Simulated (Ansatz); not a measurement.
# BaTiO3: how settings move the results

The task, for BaTiO3: sweep the occupation rule and width.

Computed with Ansatz 0.2.0 (DFT r2SCAN, scalar-relativistic, plane waves, PAW, unless a step's input says otherwise).

1 further run of the same task is left out (set aside as unsound or not needed).

## 1. Starting point

It takes space group R3m (No. 160, trigonal). Conventional cell: a = 5.655 Å, b = 5.655 Å, c = 6.953 Å, α = 90.00°, β = 90.00°, γ = 120.00°. Around Ba (site symmetry 3m) lie 12 O at 2.79 to 2.88 Å. Around Ti (site symmetry 3m) lie 6 O at 1.88 to 2.14 Å. O (site symmetry m) has 2 Ti at 1.88 to 2.14 Å as nearest neighbours.

Coordinates:

```
CELL_PARAMETERS angstrom
2.82767 1.63255 2.31773
-2.82767 1.63255 2.31773
0.00000 -3.26511 2.31773
ATOMIC_POSITIONS crystal
Ba 0.00000 0.00000 0.00000
Ti 0.51400 0.51400 0.51400
O 0.49160 0.49160 0.98150
O 0.49160 0.98150 0.49160
O 0.98150 0.49160 0.49160
```

The structure comes from the Crystallography Open Database; it is used as listed.

## 2. The base run, which the others are set against

input.yaml

```yaml
crystal:
  lattice:
    - [2.8276681575, 1.6325549719, 2.317731608]
    - [-2.8276681575, 1.6325549719, 2.317731608]
    - [0.0, -3.2651099438, 2.317731608]
  atoms:
    - { symbol: Ba, position: [0.0, 0.0, 0.0] }
    - { symbol: Ti, position: [0.514, 0.514, 0.514] }
    - { symbol: O, position: [0.4916, 0.4916, 0.9815] }
    - { symbol: O, position: [0.4916, 0.9815, 0.4916] }
    - { symbol: O, position: [0.9815, 0.4916, 0.4916] }
basis:
  ecutwfc: 500
kpoints:
  mp_grid: { grid: [6, 6, 6] }
hamiltonian:
  xc: r2scan
scf:
  occupations: { method: gaussian, width: 0.02 }
output:
  forces: true
  stress: true
  eigenvalues: true
  populations: true
```

Its results, from an earlier run: -2036.7661 eV/atom at zero smearing, pressure 1.88 GPa, largest force 0.107 eV/Å, gap on the mesh 2.77 eV, in 7 SCF cycles and 16 s.

## 3. Occupation rule and width set to Gaussian 0.29000000000000004 eV

input.yaml

```yaml
crystal:
  lattice:
    - [2.8276681575, 1.6325549719, 2.317731608]
    - [-2.8276681575, 1.6325549719, 2.317731608]
    - [0.0, -3.2651099438, 2.317731608]
  atoms:
    - { symbol: Ba, position: [0.0, 0.0, 0.0] }
    - { symbol: Ti, position: [0.514, 0.514, 0.514] }
    - { symbol: O, position: [0.4916, 0.4916, 0.9815] }
    - { symbol: O, position: [0.4916, 0.9815, 0.4916] }
    - { symbol: O, position: [0.9815, 0.4916, 0.4916] }
basis:
  ecutwfc: 500
kpoints:
  mp_grid: { grid: [6, 6, 6] }
hamiltonian:
  xc: r2scan
scf:
  occupations: { method: gaussian, width: 0.29 }
output:
  forces: true
  stress: true
  eigenvalues: true
```

Started as:

```bash
$ ansatz run input.yaml --threads 1 --pin off --max-ram 2560MiB --backend cpu --events-out ev --progress --plain --runs-dir out
```

## 4. Occupation rule and width: Fermi–Dirac 0.15000000000000002 eV

input.yaml: that of step 3 with these lines changed.

```diff
@@ -18,3 +18,3 @@
 scf:
-  occupations: { method: gaussian, width: 0.29 }
+  occupations: { method: fermi_dirac, width: 0.15 }
 output:
```

## 5. Occupation rule and width set to Fermi–Dirac 1.12 eV

input.yaml: that of step 4 with these lines changed.

```diff
@@ -18,3 +18,3 @@
 scf:
-  occupations: { method: fermi_dirac, width: 0.15 }
+  occupations: { method: fermi_dirac, width: 1.12 }
 output:
```

## 6. Occupation rule and width: Methfessel–Paxton 0.15000000000000002 eV

input.yaml: that of step 5 with these lines changed.

```diff
@@ -18,3 +18,3 @@
 scf:
-  occupations: { method: fermi_dirac, width: 1.12 }
+  occupations: { method: methfessel_paxton, width: 0.15 }
 output:
```

## 7. Occupation rule and width set to cold 0.29000000000000004 eV

input.yaml: that of step 6 with these lines changed.

```diff
@@ -18,3 +18,3 @@
 scf:
-  occupations: { method: methfessel_paxton, width: 0.15 }
+  occupations: { method: cold, width: 0.29 }
 output:
```

## 8. Occupation rule and width set to cold 1.12 eV

input.yaml: that of step 7 with these lines changed.

```diff
@@ -18,3 +18,3 @@
 scf:
-  occupations: { method: cold, width: 0.29 }
+  occupations: { method: cold, width: 1.12 }
 output:
```

## 9. Occupation rule and width: tetrahedron

input.yaml: that of step 8 with these lines changed.

```diff
@@ -18,3 +18,3 @@
 scf:
-  occupations: { method: cold, width: 1.12 }
+  occupations: { method: tetrahedron }
 output:
```

## 10. Occupation rule and width set to fixed

input.yaml: that of step 9 with these lines changed.

```diff
@@ -18,3 +18,3 @@
 scf:
-  occupations: { method: tetrahedron }
+  occupations: { method: fixed }
 output:
```

(Steps that only read results are left out.)

Q: Predict the outcome of the series: the values and the trend.

The runs gave:

| quantity | value |
| --- | --- |
| largest energy shift, occupation rule and width | 184 meV/atom at Fermi–Dirac 1.12 |

In words: The free energy moves by up to 345 meV/atom (Fermi–Dirac 1.12), the energy extrapolated to zero width by up to 184. Where the width is not small against the gap, electrons are moved across it and the extrapolation fails.
